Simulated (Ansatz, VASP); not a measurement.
One calculation of Cd2S, two programs

```
Cd S
1.0
    -3.42741    3.42741    3.74995
     3.42741   -3.42741    3.74995
     3.42741    3.42741   -3.74995
Cd S
4 2
Cartesian
  2.1062 0.0000 0.0000
  4.7486 0.0000 0.0000
  0.0000 2.1062 0.0000
  0.0000 4.7486 0.0000
  0.0000 0.0000 5.7735
  0.0000 0.0000 1.7264
```

Alike in both runs: functional PBE; k mesh 4 × 4 × 4; occupations gaussian, width 0.1 eV; no spin polarisation.

Ansatz relaxed the structure, and its values are those at the end. VASP's run is a single point on that final structure, the one shown.

|  | VASP | Ansatz |
| --- | --- | --- |
| version | VASP 6.6.1 | Ansatz 0.2.0 |
| potentials or method | VASP PAW PBE potentials, release 64 (Cd, S) | scalar-relativistic, plane waves, PAW |
| plane-wave cutoff (eV) | 520 | 420 |
| valence electrons in the cell | 60 | 92 |

VASP gave:

```
gap on the k mesh at the Fermi level (eV) : 0.50
least direct gap on the mesh (eV)         : 0.50
pressure (GPa)                            : 0.3
rms of the force components (eV/Å)        : 0.022
```

Q: Which values does Ansatz return?

A: gap on the k mesh at the Fermi level (eV): 0.50; least direct gap on the mesh (eV): 0.50; pressure (GPa): 0.1; rms of the force components (eV/Å): 0.005.

The two sets of potentials don't hold the same shells in valence.

A k mesh can miss the band edges.
